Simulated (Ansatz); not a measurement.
# Bi (R-3m) in Ansatz: a series of runs, part 2 of 2

Ansatz 0.2.0.

### 4 Projected density of states, PBEsol+D3(BJ)+ATM, non-collinear spin, program default start (cell strained at random at fixed volume)

Input file run.py:

```python
import json

import numpy as np

import ansatz as az

calculation = (
    az.Crystal.from_extxyz("Bi.xyz")
    .calculation()
    .kpoints(6, 6, 6)
    .functional("pbesol", dispersion="d3bjatm")
    .pseudopotentials(kind="paw", level="accurate")
    .spin("noncollinear", soc=False)
    .scf(extra_bands=6)
    .occupations(method="fermi_dirac", width=0.05)
    .density()
    .potential()
    .output_files(volumetric_format="npy")
    .electron_localization_function()
    .density_of_states(energy_step=0.05, projected=True, nscf_kmesh=(9, 9, 9))
    .forces()
    .stress()
    .band_table(publish=True)
)
outcome = calculation.run(threads=2, events_out="events.jsonl")

report = outcome.report
for line in open("events.jsonl"):
    event = json.loads(line)
    if event["event"] == "scf_iter":
        d = event["data"]
        print(f"SCF {d['iter']:3d}  HF = {d['harris_foulkes_ev']:.6f} eV  dr2 = {d['dr2_ev']:.2e} eV")
    elif event["event"] in ("relax_step", "md_step"):
        d = event["data"]
        print(f"{event['event']} {d['step']:3d}  E = {d['lagrangian_ev']:.6f} eV")
np.set_printoptions(precision=5, suppress=True, linewidth=110)
print("converged:", report["converged"], "after", report["n_iterations"], "iterations")
print(f"free energy {report['free_energy_ev']:.6f} eV, Fermi level {report['fermi_energy_ev']:.4f} eV")
for key in ("band_edges_ev", "magnetization_mub", "site_moments_mub", "site_moments_nc_mub", "forces_ev_ang",
                "stress_gpa", "kpoints_frac", "eigenvalues_ev"):
    if report.get(key) is not None:
        print(key, np.array(report[key]), sep="\n")
```

Input file Bi.xyz:

```xyz
2
Lattice="2.3379840000 1.3612820000 4.0031680000 -2.1888870000 1.3567920000 3.9188110000 0.0706600000 -2.5707630000 3.9120180000" Properties=species:S:1:pos:R:3 pbc="T T T"
Bi     0.1683338620      0.1128402260      9.0648417020
Bi     0.0514231380      0.0344707740      2.7691552980
```

Potentials or basis: Ansatz PAW accurate.

On the command line:

```sh
$ python run.py
```

Output:

```text
DeckWarning: basis.ecutwfc = 600 eV, auto-derived from the records' recommended cutoffs: set by Bi (high level, which level: accurate takes where it reads no accurate dataset)
PlacementWarning: RAYON_NUM_THREADS=2 ignored (pool sized by the plan → 2); use plan(threads=…)
SCF   1  HF = -31836.273571 eV  dr2 = 8.97e-02 eV
SCF   2  HF = -31836.267605 eV  dr2 = 5.67e-02 eV
SCF   3  HF = -31836.257396 eV  dr2 = 2.05e-03 eV
SCF   4  HF = -31836.257399 eV  dr2 = 2.92e-04 eV
SCF   5  HF = -31836.257398 eV  dr2 = 5.47e-05 eV
SCF   6  HF = -31836.257482 eV  dr2 = 4.52e-06 eV
SCF   7  HF = -31836.257483 eV  dr2 = 1.96e-07 eV
SCF   8  HF = -31836.257483 eV  dr2 = 2.46e-08 eV
converged: True after 8 iterations
free energy -31836.257483 eV, Fermi level 10.9521 eV
magnetization_mub
0.0
site_moments_nc_mub
[[0. 0. 0.]
 [0. 0. 0.]]
forces_ev_ang
[[ 0.23676  0.16588 -0.05775]
 [-0.23676 -0.16588  0.05775]]
stress_gpa
[[-1.42465  0.79797 -1.58819]
 [ 0.79797 -2.70018 -1.12367]
 [-1.58819 -1.12367 -2.0259 ]]
kpoints_frac
[[ 0.       0.       0.     ]
 [ 0.       0.       0.16667]
 [ 0.       0.       0.33333]
 [ 0.       0.      -0.5    ]
 [ 0.       0.16667  0.     ]
 [ 0.       0.16667  0.16667]
 [ 0.       0.16667  0.33333]
 [ 0.       0.16667 -0.5    ]
 [ 0.       0.16667 -0.33333]
 [ 0.       0.16667 -0.16667]
 [ 0.       0.33333  0.     ]
 [ 0.       0.33333  0.16667]
 [ 0.       0.33333  0.33333]
 [ 0.       0.33333 -0.5    ]
 [ 0.       0.33333 -0.33333]
 [ 0.       0.33333 -0.16667]
 [ 0.      -0.5      0.     ]
 [ 0.      -0.5      0.16667]
 [ 0.      -0.5      0.33333]
 [ 0.      -0.5     -0.5    ]
 [ 0.16667  0.       0.     ]
 [ 0.16667  0.       0.16667]
 [ 0.16667  0.       0.33333]
 [ 0.16667  0.      -0.5    ]
 [ 0.16667  0.      -0.33333]
 [ 0.16667  0.      -0.16667]
 [ 0.16667  0.16667  0.     ]
 [ 0.16667  0.16667  0.16667]
 [ 0.16667  0.16667  0.33333]
 [ 0.16667  0.16667 -0.5    ]
 [ 0.16667  0.16667 -0.33333]
[... 56 lines left out ...]
 [ 0.33333 -0.16667  0.16667]
 [ 0.33333 -0.16667  0.33333]
 [ 0.33333 -0.16667 -0.5    ]
 [ 0.33333 -0.16667 -0.33333]
 [ 0.33333 -0.16667 -0.16667]
 [-0.5      0.       0.     ]
 [-0.5      0.       0.16667]
 [-0.5      0.       0.33333]
 [-0.5      0.      -0.5    ]
 [-0.5      0.16667  0.     ]
 [-0.5      0.16667  0.16667]
 [-0.5      0.16667  0.33333]
 [-0.5      0.16667 -0.5    ]
 [-0.5      0.16667 -0.33333]
 [-0.5      0.16667 -0.16667]
 [-0.5      0.33333  0.     ]
 [-0.5      0.33333  0.16667]
 [-0.5      0.33333  0.33333]
 [-0.5      0.33333 -0.5    ]
 [-0.5      0.33333 -0.33333]
 [-0.5      0.33333 -0.16667]
 [-0.5     -0.5      0.     ]
 [-0.5     -0.5      0.16667]
 [-0.5     -0.5      0.33333]
 [-0.5     -0.5     -0.5    ]]
eigenvalues_ev
[[-142.12266 -142.12266 -142.12241 ...   13.69973   14.31167   14.31167]
 [-142.12265 -142.12265 -142.12242 ...   13.06483   13.66092   13.66092]
 [-142.12262 -142.12262 -142.12246 ...   12.07048   12.57592   12.57592]
 ...
 [-142.12261 -142.12261 -142.12246 ...   15.02464   15.70418   15.70418]
 [-142.12264 -142.12264 -142.12243 ...   13.17668   14.1151    14.1151 ]
 [-142.12265 -142.12265 -142.12242 ...   11.73841   11.75526   11.75526]]
```

dos.tsv:

```text
# E-E_F[eV]	g_bin_mean(E)[states/eV]	N(E)
# format = ansatz-dos/2
# fermi_ev = 10.961140
# fermi_mp_grid = 9 9 9
# fermi_mp_shift = 0 0 0
# nscf_kmesh_grid = 9 9 9
# nscf_kmesh_shift = 0 0 0
# levels_connected = by_index
# tetrahedron_fermi_ev = 10.909534
# g_bin_mean(E): the states in a bin one row spacing wide, centred on E, divided by that spacing. States that the method places at a single energy (under output.dos.method: tetrahedron, those of a tetrahedron whose four corners have one energy) are counted whole in the row whose bin holds that energy (on the edge of two bins, in the lower row). The sum of g_bin_mean over a run of rows, times the row spacing, is the number of states from half a spacing under the first of them to half a spacing over the last (a plain sum, not the trapezoid rule).
-153.583801	0.000000e0	0.000000e0
-153.533801	0.000000e0	0.000000e0
-153.483801	0.000000e0	0.000000e0
-153.433801	0.000000e0	0.000000e0
-153.383801	0.000000e0	0.000000e0
-153.333801	0.000000e0	0.000000e0
[... 3191 lines left out ...]
6.266199	0.000000e0	5.200000e1
6.316199	0.000000e0	5.200000e1
```

rho_z.tsv:

```text
# z_ang	rho[e/angstrom^3]	m_x[e/angstrom^3]	m_y[e/angstrom^3]	m_z[e/angstrom^3]	m_norm[e/angstrom^3]
# format = ansatz-planar-average/11
# lattice	2.337984000	1.361282000	4.003168000
# lattice	-2.188887000	1.356792000	3.918811000
# lattice	0.070660000	-2.570763000	3.912018000
# sites	2
# site	83	0.168333862	0.112840226	9.064841702
# site	83	0.051423138	0.034470774	2.769155298
0.000000	2.670553e-1	0.000000e0	0.000000e0	0.000000e0	0.000000e0
0.117041	2.793252e-1	0.000000e0	0.000000e0	0.000000e0	0.000000e0
0.234082	3.195558e-1	0.000000e0	0.000000e0	0.000000e0	0.000000e0
0.351123	3.957412e-1	0.000000e0	0.000000e0	0.000000e0	0.000000e0
0.468163	5.147530e-1	0.000000e0	0.000000e0	0.000000e0	0.000000e0
0.585204	6.755415e-1	0.000000e0	0.000000e0	0.000000e0	0.000000e0
[... 32 lines left out ...]
4.447553	3.195558e-1	0.000000e0	0.000000e0	0.000000e0	0.000000e0
4.564593	2.793252e-1	0.000000e0	0.000000e0	0.000000e0	0.000000e0
```

Run time: 3.2 min. Hardware: 2 threads of Arm Neoverse V2, shared host; peak memory 2.4 GiB.

What came out:

```yaml
Free_energy: -31836.2575 eV
Pressure: -2.1 GPa
Largest_force: 0.295 eV/Å
Band_gap_on_the_k_mesh: none (metal or under the smearing width)
Net_moment: 0.00 μB per cell
Absolute_moment: 0.00 μB per cell
Density_of_states_at_the_Fermi_level: 0.01 states/eV per cell
```

Forces on the atoms (eV/Å):
```
Bi   0.237  0.166 -0.058
Bi  -0.237 -0.166  0.058
```

States per cell in windows of 1 eV (zero at the Fermi level; states under -8 eV left out):
| from (eV) | total | Bi 6p | Bi 6s |
| --- | --- | --- | --- |
| -8.0 | 0.04 | 0.00 | 0.04 |
| -7.0 | 0.00 | 0.00 | 0.00 |
| -6.0 | 0.00 | 0.00 | 0.00 |
| -5.0 | 0.42 | 0.41 | 0.01 |
| -4.0 | 1.15 | 1.11 | 0.03 |
| -3.0 | 1.71 | 1.63 | 0.07 |
| -2.0 | 1.75 | 1.64 | 0.09 |
| -1.0 | 0.96 | 0.87 | 0.08 |
| 0.0 | 0.75 | 0.66 | 0.07 |
| 1.0 | 1.35 | 1.21 | 0.08 |
| 2.0 | 1.47 | 1.22 | 0.04 |
| 3.0 | 1.35 | 1.08 | 0.02 |
| 4.0 | 0.87 | 0.61 | 0.01 |
| 5.0 | 0.22 | 0.15 | 0.00 |
| 6.0 | 0.00 | 0.00 | 0.00 |
| 7.0 | 0.00 | 0.00 | 0.00 |

Moments on the atoms (μB; x, y, z):
```
Bi  0.00 0.00 0.00
Bi  0.00 0.00 0.00
```

Caveat: spin-orbit coupling is left out, which moves the levels of the heavy elements; pairwise dispersion overbinds metals, which lowers pressure and volume.

### 5 The runs side by side

| task | level | potentials or basis | spin | cell | cutoff (eV) | smearing | other keys | gap on the mesh (eV) | pressure (GPa) | largest force (eV/Å) |
| --- | --- | --- | --- | --- | --- | --- | --- | --- | --- | --- |
| projected density of states | PBE+D3(BJ)+ATM | Ansatz PAW | off | atoms moved at random, drawn with an rms of 0.02 Å | 420 | tetrahedron-uncorrected | scf.occupations.width = left out; … | none | 0.0 | 0.04 |
| density of states | PBEsol | Ansatz PAW | SOC, no magnetisation | cell strained at random at fixed volume | 420 | fermi-dirac 0.1 eV | kpoints.mp_grid.shift = [0.5, 0.5, 0.5]; … | none | 0.9 | 0.20 |
| projected density of states | PBEsol+D3(BJ)+ATM | Ansatz PAW accurate | non-collinear, program default start | cell strained at random at fixed volume | 600 | fermi-dirac 0.05 eV | - | none | -2.1 | 0.29 |

Alike in all rows: k mesh 6 × 6 × 6.

Caveats: spin-orbit coupling is left out, which moves the levels of the heavy elements (some runs); pairwise dispersion overbinds metals, which lowers pressure and volume (some runs).

Absolute energies hang on the potentials; compare differences alone.
